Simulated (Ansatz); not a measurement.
Au:

```xyz
1
Lattice="2.7484 0.0000 0.0000 0.0000 2.7484 0.0000 0.0000 0.0000 2.7484" Properties=species:S:1:pos:R:3 pbc="T T T"
Au    1.3742    1.3742    1.3742
```

The cell was built by a generator and needn't be a form met in nature.

Base run:

* Program: Ansatz 0.2.0
* Functional: LDA
* Potentials or basis: Ansatz PAW
* Cutoff: 420 eV (not typed: the program's choice for these potentials)
* k mesh: 10 × 10 × 10
* Occupations: fermi-dirac, width 0.05 eV
* Spin: no spin polarisation

Its results: band gap on the k mesh none (metal or under the smearing width); pressure -10.0 GPa.

Q: After a change of settings the same cell gave: band gap on the k mesh none (metal or under the smearing width); pressure 0.2 GPa. Which change was it?
A. functional from LDA to PBEsol
B. functional from LDA to BLYP
C. functional from LDA to PBE
D. functional from LDA to r2SCAN; cutoff from 420 eV (not typed: the program's choice for these potentials) to 500 eV (not typed: the program's choice for these potentials)

A: C.

PBE binds less tightly than LDA, so the same cell stands under more pressure.

Caveats: spin-orbit coupling is left out, which moves the levels of the heavy elements (some runs); the PAW data sets come from PBE, with cores solved anew for the run's functional, which leaves a small shift of forces and pressure (some runs).
